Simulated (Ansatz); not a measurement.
# BN: random displacements

Level of theory: DFT PBE, scalar-relativistic, plane waves, PAW (Ansatz). Settings: plane waves to 420 eV, k-mesh 12×12×6 (Γ-centred), Gaussian smearing 0.05 eV. No spin polarisation. Energies are free energies at this smearing, counted from the undisturbed cell; pressure is positive in compression.

Zero of the scan (as given, not relaxed at this level; this wurtzite form isn't the usual structure):

```yaml
crystal:
  lattice:
    - [2.55394, 0.00000, 0.00000]
    - [-1.27697, 2.21178, 0.00000]
    - [0.00000, 0.00000, 4.22685]
  atoms:
    - { symbol: B, position: [0.66667, 0.33333, 0.99972] }
    - { symbol: B, position: [0.33333, 0.66667, 0.49972] }
    - { symbol: N, position: [0.66667, 0.33333, 0.62528] }
    - { symbol: N, position: [0.33333, 0.66667, 0.12528] }
```

After a displacement of all atoms with no net shift and a strain of the cell, the run gives ΔE = 120.5 meV/atom; stress (xx, yy, zz, yz, xz, xy; compression positive) (13.52, 22.33, 19.85, -0.30, -1.75, -2.17) GPa; gap on the mesh 3.55 eV.

```csv
atom,Fx (eV/Å),Fy,Fz
B1,1.206,-0.843,2.440
B2,-0.155,-3.085,1.198
N3,0.277,2.312,-0.287
N4,-1.328,1.616,-3.351
```

Question: Which displacements (Å, in the unstrained cell) and strain were applied?

Answer:
| atom | ux | uy | uz |
| --- | --- | --- | --- |
| B1 | -0.03 | -0.01 | -0.05 |
| B2 | 0.01 | 0.10 | -0.03 |
| N3 | -0.02 | -0.01 | 0.01 |
| N4 | 0.04 | -0.07 | 0.06 |
Strain (Voigt, engineering shear): (-0.0086, -0.0175, -0.0113, 0.0174, 0.0022, 0.0024).

Cost: 1 run of about 0.24 core-minutes, on Intel Xeon Platinum 8259CL (Skylake/Cascade Lake) (shared hosts).